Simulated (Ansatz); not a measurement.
A crystal relaxed with r2SCAN in Ansatz has space group F-43m (No. 216) and a = 4.356 Å.

```tsv
atom	site	x	y	z
Si	4a	0.0000	0.0000	0.0000
Xx	4d	0.2500	0.2500	0.7500
```

r2SCAN gives an indirect gap of 1.71 eV, from Γ to X; the least direct gap is 5.05 eV at X. The HSE06 gap is indirect, 2.23 eV (Γ to X), below the direct gap of 5.72 eV at X. With PBE the valence top lies at Γ and the conduction bottom at X, 1.36 eV higher; the smallest vertical gap, at X, is 4.55 eV. Meshes: r2SCAN 10×10×10, HSE06 8×8×8, PBE 10×10×10. r2SCAN's ε∞ is 6.5 in all directions.

**Question.** Which element is Xx?
A. C
B. Ge
C. Sn
D. Pb

**Answer.** A. Xx is C: SiC in the zincblende structure. Around Si lie 4 C at 1.89 Å; around C lie 4 Si at 1.89 Å.

The values are computed, spin-unpolarised, and not measurements.

The meshes of the hybrids are coarse, so their gaps aren't converged to the digits shown.
